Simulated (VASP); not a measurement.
A run of VASP 6.6.1 is set up as follows.

Contents of INCAR:

```
PREC = Accurate
ENCUT = 520
EDIFF = 1E-7
ISMEAR = 0
SIGMA = 0.05
LREAL = False
LASPH = True
NELM = 100
ALGO = Fast
ISIF = 2
LWAVE = False
LCHARG = False
MAGMOM = 0 0 0 0 0 0 0 0 0
LORBIT = 11
LSORBIT = True
GGA_COMPAT = False
LMAXMIX = 4
LDIPOL = True
IDIPOL = 3
DIPOL = 0.5 0.5 0.500
GGA = PE
NBANDS = 39
LVHAR = True
LVACPOTAV = True
```

Contents of KPOINTS:

```
regular mesh
0
Gamma
  12 12 1
```

File POSCAR:

```
WSe2                                    
1.0
    3.3178532700      0.0000000000      0.0000000000
   -1.6589266300      2.8733452200      0.0000000000
    0.0000000000      0.0000000000     21.3252245550
  W               Se            
     1     2
Direct
     0.6666666699999979    0.3333333300000021    0.5000081993836619
     0.3333333300000021    0.6666666699999979    0.5788673161651647
     0.3333333300000021    0.6666666699999979    0.4211485521511699
```

Potentials or basis: VASP PAW PBE potentials, release 64 (W_sv, Se).

Command:

```console
$ cat potpaw_PBE.64/W_sv/POTCAR potpaw_PBE.64/Se/POTCAR > POTCAR
$ mpirun -np 1 vasp_ncl > vasp.out
```

(1) Predict the largest force.

(2) Predict the work function of the upper face.

Results:

(1) 0.032 eV/Å.

(2) 4.43 eV.
